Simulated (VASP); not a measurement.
**SiNi: relaxation of shape and atoms at fixed volume with PBEsol**

The system is SiNi.

```
CELL_PARAMETERS angstrom
2.88956 0.00000 0.00000
0.00000 3.20976 0.00000
0.00000 0.00000 4.58192
ATOMIC_POSITIONS crystal
Si 0.00000 0.00000 0.15749
Si 0.50000 0.50000 0.84251
Ni 0.00000 0.00000 0.65668
Ni 0.50000 0.50000 0.34332
```

The cell is a database's computed one.

The cell isn't the ideal one: a relaxed cell with its volume scaled by 0.94.

```
Program                : VASP 6.6.1
Task                   : relaxation of shape and atoms at fixed volume
Functional             : PBEsol
Potentials or basis    : VASP PAW PBE potentials, release 64 (Si, Ni)
Cutoff                 : 600 eV
k mesh                 : 12 × 12 × 8
Occupations            : methfessel-paxton, width 0.1 eV
Spin                   : no spin polarisation
Further INCAR settings : ALGO = Normal; EDIFF = 1e-07; IBRION = 2; EDIFFG = -0.01; NSW = 40; ISIF = 4
```

```
Energy gained by relaxing : 2.1 meV/atom
Ionic steps               : 8
Pressure after relaxing   : 13.3 GPa
Band gap on the k mesh    : none (metal or under the smearing width)
```

Step by step:
| step | energy change (eV) | largest force (eV/Å) | pressure (GPa) |
| --- | --- | --- | --- |
| 1 | 0.0000 | 0.1822 | 14.31 |
| 2 | -0.0072 | 0.0276 | 13.45 |
| 3 | -0.0072 | 0.0290 | 13.46 |
| 4 | -0.0078 | 0.0080 | 13.37 |
| 5 | -0.0080 | 0.0386 | 13.32 |
| 6 | -0.0082 | 0.0143 | 13.35 |
| 7 | -0.0082 | 0.0191 | 13.33 |
| 8 | -0.0082 | 0.0008 | 13.29 |

Final structure:
```
Si Ni
1.0
     2.85485    0.00000    0.00000
     0.00000    3.22514    0.00000
     0.00000    0.00000    4.61551
Si Ni
2 2
Direct
  0.00000 0.00000 0.15588
  0.50000 0.50000 0.84412
  0.00000 0.00000 0.65459
  0.50000 0.50000 0.34541
```

Levels at points of the mesh, in eV from the Fermi level:
```tsv
k point	band 12	band 13	band 14	band 15	band 16	band 17
(0.00, 0.00, 0.00)	-2.14	-2.10	-1.51	1.64	2.80	5.47
(0.50, 0.00, 0.00)	-2.80	-1.62	-1.62	1.98	1.98	3.60
(0.00, 0.50, 0.00)	-2.37	-2.35	-2.35	1.23	1.23	5.49
(0.50, 0.50, 0.00)	-2.26	-1.62	-1.62	1.84	1.84	2.12
(0.00, 0.00, 0.50)	-2.19	1.13	1.56	1.85	2.51	3.33
(0.50, 0.00, 0.50)	-2.41	-1.40	-1.40	3.72	3.72	5.56
(0.00, 0.50, 0.50)	-2.22	-2.14	-2.14	5.25	5.25	5.91
(0.50, 0.50, 0.50)	-2.29	-1.54	-1.54	-0.45	-0.45	1.32
```

Wall time 2.7 min on 2 MPI ranks on Intel(R) Xeon(R) 6975P-C (Granite Rapids) (shared host), peak memory 0.33 GiB a rank.

Caveat: the PAW data sets were made with another functional, which shifts forces and pressure a little. Spin polarisation is off, so any magnetic state and its effect on volume and gap are missing.
